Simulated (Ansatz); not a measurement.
# Te (P3_121) in Ansatz: a series of runs

Aim: see how the results for Te move with the level of theory and the settings. Levels: r2SCAN0, HSE06, B3LYP. Tasks: band structure.

All numbers are computed with Ansatz 0.2.0; they aren't measurements. Logs are shortened: lines on timing, memory, paths and dates and some standing lists are left out, and cuts for length are marked.

### Step 1. Starting point

It takes space group P3_121 (No. 152, trigonal). Conventional cell: a = 4.454 Å, b = 4.454 Å, c = 5.924 Å, α = 90.00°, β = 90.00°, γ = 120.00°. Te (site symmetry 2) has 2 Te at 2.86 Å as nearest neighbours.

### Step 2. Band structure, r2SCAN0

File input.yaml:

```yaml
crystal:
  lattice:
    - [4.454, 0.0, 0.0]
    - [-2.227, 3.8572771485, 0.0]
    - [0.0, 0.0, 5.924]
  atoms:
    - { symbol: Te, position: [0.731, 0.731, 0.0] }
    - { symbol: Te, position: [0.0, 0.269, 0.6666666667] }
    - { symbol: Te, position: [0.269, 0.0, 0.3333333333] }
hamiltonian:
  xc: r2scan0
  pseudopotentials: { kind: paw }
kpoints:
  mp_grid: { grid: [4, 4, 3] }
  band_path:
    path:
      - [[0.0, 0.0, 0.0], [0.5, 0.0, 0.0], [0.3333333333, 0.3333333333, 0.0], [0.0, 0.0, 0.0], [0.0, 0.0, 0.5], [0.5, 0.0, 0.5], [0.3333333333, 0.3333333333, 0.5], [0.0, 0.0, 0.5]]
      - [[0.5, 0.0, 0.5], [0.5, 0.0, 0.0]]
      - [[0.3333333333, 0.3333333333, 0.0], [0.3333333333, 0.3333333333, 0.5]]
    npoints: 4
scf:
  occupations: { method: fermi_dirac, width: 0.05 }
  n_extra_bands: 7
output:
  forces: true
  stress: true
  eigenvalues: true
  fatbands: false
```

Potentials or basis: Ansatz PAW.

On the command line:

```sh
$ ansatz run input.yaml --threads 2 --pin off --max-ram 5632MiB --backend cpu --events-out ev --progress --plain --runs-dir out
```

Standard output:

```text
Warning: output.stress: scf.convergence.dr2_threshold = 1e-7 eV (the SCF's general default) is looser than the 3e-10 eV advised for a printed stress (1e-10 eV for each atom of the cell: 3). What an SCF threshold leaves in a stress goes as its square root, and in the free energy as the threshold itself, and one threshold admits the most on a small cell: of the crystals measured, under no hybrid functional and no lock of the moments, on runs that ended without the residual-converged pass, on stresses that held no estimate of that error, the worst erred by over 100 MPa in a component at 1e-7 eV an atom and by under 5 at 1e-10. Set scf.convergence.dr2_threshold to 3e-10 eV or tighter. The threshold is an SCF's pass mark: one that does not reach it within its budget of iterations ends unconverged, or closes short of it on a stop that the run arms, and scf.convergence.dr2_threshold's page says what that costs each kind of run
Warning: output.stress: scf.exx.energy_threshold = 1e-6 eV is looser than the 3e-8 eV advised for a stress under a hybrid functional (1e-8 eV for each atom of the cell: 3). Every SCF of the exchange loop can meet its threshold on dr2 while the loop round them stops early: no threshold on dr2 bounds what that leaves in the stress. Set scf.exx.energy_threshold to 3e-8 eV or tighter. The threshold is the loop's pass mark: a loop that does not reach it within its budget of cycles ends unconverged, and scf.exx.energy_threshold's page has the law
Warning: RAYON_NUM_THREADS=2 ignored (pool sized by the plan → 2); use --threads N
scf.n_extra_bands = 7 over 24 filled bands (N_el = 48.0): the run solves 31 bands
Engine: ansatz 0.2.0, x86_64-unknown-linux-gnu
Pseudopotentials: kind: paw
Pseudopotential: Te, paw, valence charge 16, recommended cutoff 500 eV (meta_gga), Te.paw.azcp
Functional definition: r2SCAN0
  parameter a = 0.25
  parameter k0 = 0.174
  parameter k1 = 0.065
  parameter a1 = 4.9479
  exchange = (1 - a)*r2scan_x(k0 = k0, k1 = k1, a1 = a1) + a*exact_x
  correlation = r2scan_c
Crystal: 3 atoms, lattice volume = 101.776 Å³
Basis set: ecut = 500 eV, 2595 PW (Γ), exchange–correlation on 144×144×180 points (64 copies of the dense FFT grid, shifted against one another)
Bands: 31, of which v1, the nominal top of the filled ones, is band 24 counted from 1 (23 counted from 0)
Symmetry: 6 space group operations
Space group: P3121 (ITA 152), of the structure as read, at distance tolerance 4.7e-5 Å
k-points: 9 of 48 (time reversal used)
Non-local potential: Te, projectors of the file, l = 0: 2, l = 1: 2, l = 2: 2, l = 3: 2
PAW form: soft (Blöchl's): semilocal exchange-correlation on the pseudo side does not see the compensation charge
PAW frozen core: Te, regenerated for the run's functional, and the local potential with it (the file was generated under x = pbe(κ = 0.804, μ = 0.2195149727645171), c = pbe(β = 0.06672455060314922))
PAW one-centre angular grid: Te, 590 points (default); XC on 160 Gauss nodes
Initial density: superposition of atomic densities (neutral atoms: chi_scale 0, normalization atom), corrected by the library's trained network
Initial wavefunctions: pseudopotential atomic-orbital guess
Functional: x = r2scan, c = r2scan; τ floored in thin density (d = 2e-4 eV/Å³), warm-up for x = 0.75 r2scan + 0.25 exact, c = r2scan; τ floored in thin density (d = 2e-4 eV/Å³)
SCF iter   1: F=—  HF=-20984.394078 eV  |F-HF|=—  |Δ(HF+E_count)|=         —  Δρ=3.46e-3  dr2=9.52e-3  dr2_τ=2.72e-3  ethr=1.77e-3  ⟨swp⟩=13.8  Hψ=1275  notcnv=1
preconditioner: auto → none  [insulator: Δε(μ)=0.937 eV  Ē_g=10.399 eV  σ=0.050 eV  W_gap=1.00  n_scr=22 (ndim 8)  ℏωp=15.6 eV  f_vac=0.027  D(μ)=0.00/eV (n_scr^D=0)]
SCF iter   2: F=—  HF=-20984.409147 eV  |F-HF|=—  |Δ(HF+E_count)|=   1.51e-2  Δρ=1.82e-3  dr2=1.80e-3  dr2_τ=5.79e-5  ethr=1.98e-5  ⟨swp⟩=4.6  Hψ=832  notcnv=0  defer=12
SCF iter   3: F=—  HF=-20984.410618 eV  |F-HF|=—  |Δ(HF+E_count)|=   1.47e-3  Δρ=6.26e-4  dr2=2.34e-4  dr2_τ=1.08e-5  ethr=3.74e-6  ⟨swp⟩=4.8  Hψ=619  notcnv=0  defer=2
iter 4 solved again at ethr=1.05e-8 eV; its pass at ethr=4.87e-7 eV (dr2=5.05e-6 eV) is discarded
SCF iter   4: F=-20984.410814 eV  HF=-20984.410816 eV  |F-HF|=2.34e-6  |Δ(HF+E_count)|=   1.98e-4  Δρ=6.96e-5  dr2=5.14e-6  dr2_τ=1.55e-7  ethr=1.05e-8  ⟨swp⟩=3.2  Hψ=1276  notcnv=0  defer=1
SCF 1 stopped early in 4 iterations: F = -20984.410814 eV  dr2 = 5.14e-6
Initial density: handed on by an earlier stage of this run
Initial wavefunctions: those handed on with the density
Functional: x = 0.75 r2scan + 0.25 exact, c = r2scan; τ floored in thin density (d = 2e-4 eV/Å³)
Frozen-core exchange: fock
SCF iter   1: F=—  HF=-20984.169184 eV  |F-HF|=—  |Δ(HF+E_count)|=         —  Δρ=2.53e-3  dr2=5.24e-3  dr2_τ=6.23e-5  ethr=1.07e-7  ⟨swp⟩=11.6  Hψ=1582  notcnv=0
preconditioner: auto → none  [insulator: Δε(μ)=1.908 eV  Ē_g=12.107 eV  σ=0.050 eV  W_gap=1.00  n_scr=22 (ndim 8)  ℏωp=15.6 eV  f_vac=0.027  D(μ)=0.00/eV (n_scr^D=0)]
SCF iter   2: F=—  HF=-20984.167777 eV  |F-HF|=—  |Δ(HF+E_count)|=   1.41e-3  Δρ=7.00e-4  dr2=3.16e-3  dr2_τ=1.36e-5  ethr=1.07e-7  ⟨swp⟩=5.0  Hψ=964  notcnv=0
SCF iter   3: F=—  HF=-20984.180168 eV  |F-HF|=—  |Δ(HF+E_count)|=   1.24e-2  Δρ=7.08e-4  dr2=5.71e-4  dr2_τ=3.27e-6  ethr=1.07e-7  ⟨swp⟩=4.6  Hψ=957  notcnv=0
Mixer restart at iter 3: flushing history
SCF iter   4: F=—  HF=-20984.180950 eV  |F-HF|=—  |Δ(HF+E_count)|=   7.82e-4  Δρ=2.76e-4  dr2=7.70e-5  dr2_τ=4.88e-7  ethr=1.07e-7  ⟨swp⟩=4.0  Hψ=729  notcnv=0
SCF iter   5: F=—  HF=-20984.181013 eV  |F-HF|=—  |Δ(HF+E_count)|=   6.33e-5  Δρ=1.32e-4  dr2=1.36e-5  dr2_τ=2.02e-7  ethr=1.07e-7  ⟨swp⟩=3.2  Hψ=556  notcnv=0
SCF iter   6: F=-20984.181020 eV  HF=-20984.181021 eV  |F-HF|=1.27e-6  |Δ(HF+E_count)|=   8.40e-6  Δρ=3.25e-5  dr2=1.61e-6  dr2_τ=6.10e-8  ethr=2.52e-8  ⟨swp⟩=3.6  Hψ=611  notcnv=0  defer=5
SCF 2 stopped early in 6 iterations: F = -20984.181020 eV  dr2 = 1.61e-6
  Residual-converged pass: ⟨swp⟩=4.1  Hψ=816  notcnv=0  max |occ|·‖R‖ = 6.5e-6 eV (tolerance 6.7e-6 eV)  dr2=1.66e-6  dr2_τ=6.38e-8  dr2_onsite=1.04e-7  max |Δocc| = 4.4e-14
hybrid outer 1: dexx = +1.712e-2 eV, tail = 8.49e-5 eV
Frozen-core exchange: fock
SCF iter   1: F=—  HF=-20984.181008 eV  |F-HF|=—  |Δ(HF+E_count)|=         —  Δρ=2.87e-5  dr2=5.56e-7  dr2_τ=2.34e-8  ethr=8.85e-7  ⟨swp⟩=4.9  Hψ=639  notcnv=0
preconditioner: auto → none  [insulator: Δε(μ)=1.984 eV  Ē_g=12.123 eV  σ=0.050 eV  W_gap=1.00  n_scr=22 (ndim 8)  ℏωp=15.6 eV  f_vac=0.026  D(μ)=0.00/eV (n_scr^D=0)]
SCF iter   2: F=—  HF=-20984.181010 eV  |F-HF|=—  |Δ(HF+E_count)|=   1.49e-6  Δρ=2.01e-5  dr2=3.60e-7  dr2_τ=5.46e-9  ethr=1.01e-9  ⟨swp⟩=4.7  Hψ=908  notcnv=0  defer=1
SCF iter   3: F=—  HF=-20984.181010 eV  |F-HF|=—  |Δ(HF+E_count)|=   7.89e-9  Δρ=4.44e-6  dr2=1.67e-8  dr2_τ=3.44e-10  ethr=7.34e-10  ⟨swp⟩=3.3  Hψ=593  notcnv=0  defer=5
SCF iter   4: F=—  HF=-20984.181010 eV  |F-HF|=—  |Δ(HF+E_count)|=   1.72e-9  Δρ=1.75e-6  dr2=5.32e-9  dr2_τ=1.35e-10  ethr=3.17e-11  ⟨swp⟩=4.4  Hψ=820  notcnv=0  defer=5
SCF iter   5: F=-20984.181010 eV  HF=-20984.181010 eV  |F-HF|=1.02e-10  |Δ(HF+E_count)|=   2.38e-9  Δρ=3.31e-7  dr2=1.28e-10  dr2_τ=3.79e-12  ethr=1.03e-11  ⟨swp⟩=3.9  Hψ=718  notcnv=0  defer=7
SCF 3 converged in 5 iterations: F = -20984.181010 eV  dr2 = 1.28e-10
  Residual-converged pass: ⟨swp⟩=3.3  Hψ=686  notcnv=0  max |occ|·‖R‖ = 5.3e-7 eV (tolerance 5.4e-7 eV)  dr2=1.44e-10  dr2_τ=4.34e-12  dr2_onsite=3.88e-11  max |Δocc| = 3.3e-17
hybrid outer 2: dexx = +8.995e-7 eV, tail = 1.39e-8 eV, Δε = 2.14e-3 eV (about 5.21e-5 eV left of the loop's levels), ΔF = 9.01e-3 eV/Å (tail 1.01e-3)
Frozen-core exchange: fock
SCF iter   1: F=—  HF=-20984.181010 eV  |F-HF|=—  |Δ(HF+E_count)|=         —  Δρ=6.70e-7  dr2=3.99e-10  dr2_τ=9.14e-12  ethr=1.45e-10  ⟨swp⟩=8.4  Hψ=754  notcnv=0
preconditioner: auto → none  [insulator: Δε(μ)=1.985 eV  Ē_g=12.123 eV  σ=0.050 eV  W_gap=1.00  n_scr=22 (ndim 8)  ℏωp=15.6 eV  f_vac=0.026  D(μ)=0.00/eV (n_scr^D=0)]
SCF iter   2: F=-20984.181010 eV  HF=-20984.181010 eV  |F-HF|=7.28e-12  |Δ(HF+E_count)|=  4.66e-10  Δρ=4.55e-7  dr2=1.38e-10  dr2_τ=2.49e-12  ethr=1.00e-12  ⟨swp⟩=4.0  Hψ=735  notcnv=0
SCF 4 converged in 2 iterations: F = -20984.181010 eV  dr2 = 1.38e-10
  Residual-converged pass: ⟨swp⟩=2.9  Hψ=498  notcnv=0  max |occ|·‖R‖ = 8.6e-7 eV (tolerance 8.7e-7 eV)  dr2=1.41e-10  dr2_τ=2.60e-12  dr2_onsite=1.31e-11  max |Δocc| = 4.7e-19
hybrid outer 3: dexx = +5.222e-10 eV, tail = 3.15e-10 eV, Δε = 2.51e-5 eV (about 4.94e-6 eV left of the loop's levels), ΔF = 1.70e-4 eV/Å (tail 9.71e-5)
NSCF: frozen V_eff on 39 k-points
hybrid SCF converged: 3 outer / 13 inner (+4 warm-up), last move |dexx| = 5.22e-10 eV, tail = 3.15e-10 eV
Stability not checked: this state was not tested for a lower state beside it, because the functional holds exact exchange (a hybrid, or Hartree-Fock), whose exchange loop this test does not read (fock_operator; see scf.lower_state_search)
Free energy (F): -20984.181010 eV
Frozen-core exchange: fock
Harris-Foulkes:  -20984.181010 eV  (|F-HF|=7.28e-12)
Internal energy: -20984.181010 eV  (E = F + TS)
E sigma→0 (E₀):  -20984.181010 eV
Fermi energy:    8.780487 eV
--- Per-component energies (eV) ---
  E_band       = -945.242058
  E_kinetic    = 538.999517
  E_local      = -3815.082642  (includes V_loc(G=0)·N_el)
  E_nonlocal   = -935.365729
  E_hartree    = 2430.417756
  E_xc         = -268.332307
  E_vxc        = -255.822358  (∫ρ·V_xc dr)
  E_exx        = -154.792713  (= α·E_x^exact, valence–valence)
  E_paw        = -13979.912514  (= ΣΔE_a)
  E_vpaw       = -1042.670726  (= ΣTr[D̂ρ^β])
  E_aug_tail   = -0.000114  (compensation charges beyond the density's cutoff)
  E_vtau       = 13.450030  (kinetic-family band-sum trace: ∫τ·v_τ [+ j·A + Jᵃ·Aᵃ] dr)
  E_ewald      = -4800.294125
  E_core_change = 0.181862  (= ΣΔE_core)
  E_smearing   = -0.000000  (= −TS)
  E_closure    = 0.000000  (closes the sum)
  Σ components = -20984.181010   (vs F -20984.181010, Δ=3.64e-12)
--- Forces (eV/Å), atoms counted from 1 ---
  atom   1  Te     0.26613797     0.46096449     0.00000000
  atom   2  Te     0.26613797    -0.46096449    -0.00000000
  atom   3  Te    -0.53227595     0.00000000     0.00000000
  max |Σ_I F_I| component: 1.11e-16 eV/Å
--- Stress (GPa, compression-positive) ---
        0.136675       0.000000       0.000000
        0.000000       0.136675       0.000000
        0.000000       0.000000      -1.215902
  P = ⅓ Tr σ = -0.3142 GPa (-3.142 kbar)
--- Band table (eV; the first three rows and the last of 9) ---
  k-point 0: bands = ["-32.6829", "-32.6829", "-32.6214", "-32.6198", "-32.6198", "-32.5491", "-32.4455", "-32.4426", "-32.4426", "-32.4060", "-32.4031", "-32.4031", "-32.3751", "-32.3508", "-32.3508", "-7.4207", "-3.5650", "-3.5650", "4.5403", "5.0138", "5.0138", "6.0763", "6.0763", "6.9514", "10.2617", "10.2617", "10.9669", "14.5867", "14.5867", "15.8323", "16.0738"]
  k-point 1: bands = ["-32.7055", "-32.6479", "-32.6284", "-32.6263", "-32.6023", "-32.5697", "-32.4464", "-32.4462", "-32.4368", "-32.4054", "-32.4049", "-32.4030", "-32.3661", "-32.3540", "-32.3527", "-6.9582", "-5.6137", "-1.4409", "3.8810", "4.7673", "5.1216", "6.2861", "6.5681", "6.9055", "9.7421", "9.7639", "10.1368", "13.7686", "14.9680", "15.2919", "16.5512"]
  k-point 2: bands = ["-32.6817", "-32.6800", "-32.6218", "-32.6193", "-32.6184", "-32.5502", "-32.4480", "-32.4415", "-32.4403", "-32.4072", "-32.4042", "-32.4012", "-32.3854", "-32.3508", "-32.3436", "-6.9506", "-3.7805", "-3.4271", "2.7253", "3.6348", "4.1071", "6.3477", "6.9171", "7.0478", "10.0944", "10.3448", "11.2020", "13.3058", "14.9843", "16.2527", "17.0940"]
  k-point 8: bands = ["-32.7039", "-32.6440", "-32.6260", "-32.6249", "-32.6014", "-32.5694", "-32.4492", "-32.4459", "-32.4340", "-32.4105", "-32.4027", "-32.3999", "-32.3820", "-32.3618", "-32.3361", "-5.8802", "-4.9350", "-3.1369", "2.0871", "2.6797", "3.3504", "5.3476", "6.9679", "7.7576", "9.9501", "10.8547", "12.0752", "14.4209", "15.1782", "16.5258", "17.4775"]
```

It took 15 min on 2 threads of Intel Xeon at 2.50GHz (Skylake/Cascade Lake), shared host; peak memory 1.5 GiB.

Results:

| Property | Result |
| --- | --- |
| Free energy | -20984.1810 eV |
| Pressure | -0.3 GPa |
| Largest force | 0.532 eV/Å |
| Band gap along the path | 1.23 eV, indirect (least direct gap 1.26 eV) |

Forces on the atoms (eV/Å):
```
Te   0.266  0.461  0.000
Te   0.266 -0.461  0.000
Te  -0.532  0.000  0.000
```

Stress tensor (GPa, compression positive):
```
 0.14  0.00  0.00
 0.00  0.14  0.00
 0.00  0.00 -1.22
```

Levels at the corners of the path, in eV from the valence-band top:
| point | band 21 | band 22 | band 23 | band 24 | band 25 | band 26 | band 27 | band 28 |
| --- | --- | --- | --- | --- | --- | --- | --- | --- |
| Γ | -3.10 | -2.04 | -2.04 | -1.16 | 2.15 | 2.15 | 2.85 | 6.47 |
| M | -4.26 | -4.14 | -1.24 | -1.04 | 1.97 | 2.06 | 4.25 | 5.25 |
| K | -3.61 | -3.61 | -3.39 | -3.25 | 4.25 | 4.25 | 4.58 | 6.36 |
| Γ | -3.10 | -2.04 | -2.04 | -1.16 | 2.15 | 2.15 | 2.85 | 6.47 |
| A | -3.15 | -1.74 | -1.31 | -1.31 | 1.49 | 1.64 | 1.64 | 5.48 |
| L | -4.19 | -2.89 | -2.54 | -0.14 | 1.73 | 3.20 | 3.87 | 6.05 |
| H | -5.88 | -1.19 | -0.03 | -0.03 | 1.23 | 2.46 | 2.46 | 7.50 |
| A | -3.15 | -1.74 | -1.31 | -1.31 | 1.49 | 1.64 | 1.64 | 5.48 |
| L | -4.19 | -2.89 | -2.54 | -0.14 | 1.73 | 3.20 | 3.87 | 6.05 |
| M | -4.26 | -4.14 | -1.24 | -1.04 | 1.97 | 2.06 | 4.25 | 5.25 |
| K | -3.61 | -3.61 | -3.39 | -3.25 | 4.25 | 4.25 | 4.58 | 6.36 |
| H | -5.88 | -1.19 | -0.03 | -0.03 | 1.23 | 2.46 | 2.46 | 7.50 |

Caveat: spin-orbit coupling is left out, which moves the levels of the heavy elements; the PAW data sets come from PBE, with cores solved anew for the run's functional, which leaves a small shift of forces and pressure; the thresholds are loose for stress.

(Part 1 of 2 ends here.)
